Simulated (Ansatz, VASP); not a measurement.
## One calculation of HfO2, two programs

```
Hf O
1.0
     0.00000    2.55750    2.55750
     2.55750    0.00000    2.55750
     2.55750    2.55750    0.00000
Hf O
1 2
Direct
  0.00000 0.00000 0.00000
  0.75000 0.75000 0.75000
  0.25000 0.25000 0.25000
```

Alike in both runs: task single point; functional LDA; k mesh 9 × 9 × 9; occupations fermi-dirac, width 0.05 eV; no spin polarisation.

|  | VASP | Ansatz |
| --- | --- | --- |
| version | VASP 6.6.1 | Ansatz 0.2.0 |
| potentials or method | VASP PAW LDA potentials, release 64 (Hf_pv, O), cutoff 520 eV | all-electron LAPW, scalar-relativistic |

Ansatz gave:

| Item | Value |
| --- | --- |
| gap on the k mesh at the Fermi level (eV) | 3.61 |
| least direct gap on the mesh (eV) | 3.73 |
| pressure (GPa) | -16.5 |

Which values does VASP return?

gap on the k mesh at the Fermi level (eV): 3.63; least direct gap on the mesh (eV): 3.75; pressure (GPa): -19.3.

Ansatz ran all-electron here, so the differences hold the error of VASP's frozen core and of both bases.

Caveats: spin-orbit coupling is left out, which moves the levels of the heavy elements; an odd mesh through Γ misses points on the zone boundary, where band edges often lie; so large a pressure means that the cell lies far from this level's equilibrium, or that cutoff or potentials fall short (VASP).
